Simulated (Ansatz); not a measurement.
# Sr: the cost of one run

Computed with Ansatz 0.2.0 (DFT PBE+D3(BJ), scalar-relativistic, plane waves, PAW, unless a step's input says otherwise).

2 further runs of the same task are left out: 2 set aside as unsound or not needed.

## Step 1: The starting structure

The structure is hexagonal, space group P6_3/mmc (No. 194). Conventional cell: a = 3.504 Å, b = 3.504 Å, c = 11.442 Å, α = 90.00°, β = 90.00°, γ = 120.00°. Pb (site symmetry -3m) is surrounded by 12 Pb at 3.50 Å. Around Pb (site symmetry -6m2) lie 12 Pb at 3.50 Å.

Structure file:

```
Pb
1.0
     3.50360    0.00000    0.00000
    -1.75180    3.03421    0.00000
     0.00000    0.00000   11.44195
Pb
4
Direct
  0.00000 0.00000 0.00000
  0.33333 0.66667 0.25000
  0.00000 0.00000 0.50000
  0.66667 0.33333 0.75000
```

It goes back to an entry of the Materials Project, which need not be the stable form.

It is the result of an earlier relaxation at this level (volume 30.41 Å³/atom; gap on the mesh: none (metal)).

## Step 2: The substitution Pb → Sr

Sr starts from the relaxed positions of Pb, with all lengths scaled by 1.223, a guess from tabulated radii.

## Step 3: Probe: one point at the start (Sr)

input.yaml reads:

```yaml
crystal:
  lattice:
    - [4.2860380931, 0.0, 0.0]
    - [-2.1430190465, 3.7118178703, 0.0]
    - [0.0, 0.0, 13.9972001958]
  atoms:
    - { symbol: Sr, position: [0.0, 0.0, 0.0] }
    - { symbol: Sr, position: [0.3333333333, 0.6666666667, 0.25] }
    - { symbol: Sr, position: [0.0, 0.0, 0.5] }
    - { symbol: Sr, position: [0.6666666667, 0.3333333333, 0.75] }
basis:
  ecutwfc: 420
kpoints:
  mp_grid: { grid: [6, 6, 2] }
hamiltonian:
  xc: pbe
  dispersion: d3bj
scf:
  occupations: { method: gaussian, width: 0.1 }
output:
  forces: true
  stress: true
  eigenvalues: true
```

Run with:

```sh
$ ansatz run input.yaml --threads 1 --pin off --max-ram 2560MiB --backend cpu --events-out ev --progress --plain --runs-dir out
```

What time and memory should one allow on 1 thread of Arm Neoverse V1, shared host?

About 3.5 s, with a peak of 0.39 GiB.
